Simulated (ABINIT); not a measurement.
Wanted: the native input for an ABINIT 10.8.3 (patched build) run.

* Task: single point
* Functional: r2SCAN
* Potentials or basis: Ansatz PAW PBE default generated set, frozen core
* Cutoff: 490 eV
* k mesh: 10 × 10 × 10
* Occupations: fermi-dirac, width 0.05 eV
* Spin: no spin polarisation
* Fine-grid cutoff: 979.61 eV

Crystal: BP.

```xyz
2
Lattice="0.0000 2.2690 2.2690 2.2690 0.0000 2.2690 2.2690 2.2690 0.0000" Properties=species:S:1:pos:R:3 pbc="T T T"
P     3.4035    3.4035    3.4035
B     0.0000    0.0000    0.0000
```

The input as run:

run.abi

```
# Pseudopotentials
pp_dirpath "./"
pseudos "P.GGA_PBE-ansatz.xml, B.GGA_PBE-ansatz.xml"

# Structure
acell 6.0638487579 6.0638487579 6.0638487579
rprim
     0.0000000000     0.7071067812     0.7071067812
     0.7071067812     0.0000000000     0.7071067812
     0.7071067812     0.7071067812     0.0000000000
ntypat 2
znucl 15 5
natom 2
typat 1 2
xcart
     6.4316828652     6.4316828652     6.4316828652
     0.0000000000     0.0000000000     0.0000000000

# Plane-wave basis
ecut 489.804952 eV
pawecutdg 36.0
pawovlp -1

# k points
kptopt 1
ngkpt 10 10 10
nshiftk 1
shiftk 0.0 0.0 0.0

# Exchange and correlation
ixc -497498
usekden 1
pawxcdev 0

# Bands and occupations
nband 8
occopt 3
tsmear 0.05 eV

# SCF cycle
nstep 100
tolvrs 1.0e-7

# Output
iomode 3
prtwf 0
prtden 0
prteig 0
prtebands 0
enunit 1
```

Potentials or basis: Ansatz PAW PBE default generated set, frozen core.

Launch:

```sh
$ mpirun --bind-to none -np 4 abinit run.abi > log 2>&1
```

Results of the run:

```yaml
Pressure: -0.4 GPa
Band_gap_on_the_k_mesh: 1.42 eV, indirect (least direct gap 3.60 eV)
```

Caveat: the atomic spheres overlap; the PAW data sets were made with another functional, which shifts forces and pressure a little.

It took 38 s on 4 MPI ranks on AMD EPYC 7R43 64-Core Processor (Zen 3), with other jobs on the host, peak memory 0.76 GiB a rank.
